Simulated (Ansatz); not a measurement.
# Ge: the cost of one run

Method: DFT r2SCAN, scalar-relativistic, plane waves, PAW, in Ansatz 0.2.0.

2 further runs of the same task are left out: 2 set aside as unsound or not needed.

## Step 1: The starting structure

The structure is trigonal, space group R-3 (No. 148). Conventional cell: a = 9.892 Å, b = 9.892 Å, c = 5.910 Å, α = 90.00°, β = 90.00°, γ = 120.00°. Ge (site symmetry 3) has 4 Ge at 2.49 to 2.52 Å in its first shell of neighbours. Around Ge (site symmetry 1) lie 4 Ge at 2.46 to 2.50 Å.

Structure file:

```cif
data_structure
_symmetry_space_group_name_H-M 'P 1'
_symmetry_Int_Tables_number 1
_cell_length_a 6.0415
_cell_length_b 5.9103
_cell_length_c 9.8921
_cell_angle_alpha 90.000
_cell_angle_beta 90.000
_cell_angle_gamma 70.968
_cell_volume 333.91
loop_
_atom_site_label
_atom_site_type_symbol
_atom_site_fract_x
_atom_site_fract_y
_atom_site_fract_z
_atom_site_occupancy
Ge1 Ge 0.50000 0.78713 0.50000 1
Ge2 Ge 0.00000 0.28713 0.00000 1
Ge3 Ge 0.50000 0.21287 0.50000 1
Ge4 Ge 0.00000 0.71287 0.00000 1
Ge5 Ge 0.05500 0.22766 0.24881 1
Ge6 Ge 0.55500 0.72766 0.74881 1
Ge7 Ge 0.09929 0.87956 0.40310 1
Ge8 Ge 0.59929 0.37956 0.90310 1
Ge9 Ge 0.34571 0.13075 0.84810 1
Ge10 Ge 0.84571 0.63075 0.34810 1
Ge11 Ge 0.94500 0.77234 0.75119 1
Ge12 Ge 0.44500 0.27234 0.25119 1
Ge13 Ge 0.90071 0.12044 0.59690 1
Ge14 Ge 0.40071 0.62044 0.09690 1
Ge15 Ge 0.65429 0.86925 0.15190 1
Ge16 Ge 0.15429 0.36925 0.65190 1
```

It goes back to an entry of the Materials Project, which need not be the stable form.

It is built from the cell relaxed beforehand with the same method (20.87 Å³/atom).

## Step 2: The undisturbed cell

The input, input.yaml:

```yaml
crystal:
  lattice:
    - [4.9460655643, -2.855612285, -1.9700863685]
    - [0.0, 0.0, -5.9102591056]
    - [4.9460655643, 8.5668368549, 0.0]
  atoms:
    - { symbol: Ge, position: [0.5, 0.7871277287, 0.5] }
    - { symbol: Ge, position: [0.0, 0.2871277287, 0.0] }
    - { symbol: Ge, position: [0.5, 0.2128722713, 0.5] }
    - { symbol: Ge, position: [0.0, 0.7128722713, 0.0] }
    - { symbol: Ge, position: [0.0549985323, 0.2276568815, 0.2488076623] }
    - { symbol: Ge, position: [0.5549985323, 0.7276568815, 0.7488076623] }
    - { symbol: Ge, position: [0.0992892404, 0.8795599788, 0.403095435] }
    - { symbol: Ge, position: [0.5992892404, 0.3795599788, 0.903095435] }
    - { symbol: Ge, position: [0.3457122273, 0.1307523165, 0.8480969027] }
    - { symbol: Ge, position: [0.8457122273, 0.6307523165, 0.3480969027] }
    - { symbol: Ge, position: [0.9450014677, 0.7723431185, 0.7511923377] }
    - { symbol: Ge, position: [0.4450014677, 0.2723431185, 0.2511923377] }
    - { symbol: Ge, position: [0.9007107596, 0.1204400212, 0.596904565] }
    - { symbol: Ge, position: [0.4007107596, 0.6204400212, 0.096904565] }
    - { symbol: Ge, position: [0.6542877727, 0.8692476835, 0.1519030973] }
    - { symbol: Ge, position: [0.1542877727, 0.3692476835, 0.6519030973] }
basis:
  ecutwfc: 500
kpoints:
  mp_grid: { grid: [7, 7, 4] }
hamiltonian:
  xc: r2scan
scf:
  occupations: { method: gaussian, width: 0.15 }
output:
  forces: true
  stress: true
  eigenvalues: true
```

On the command line:

```console
> ansatz run input.yaml --threads 2 --pin off --max-ram 5120MiB --backend cpu --events-out ev --progress --plain --runs-dir out
```

Q: Estimate wall time and peak memory on 2 threads of Oxide Virtual Turin-like (Zen 5), shared host.

About 3.6 min, with a peak of 3.9 GiB.
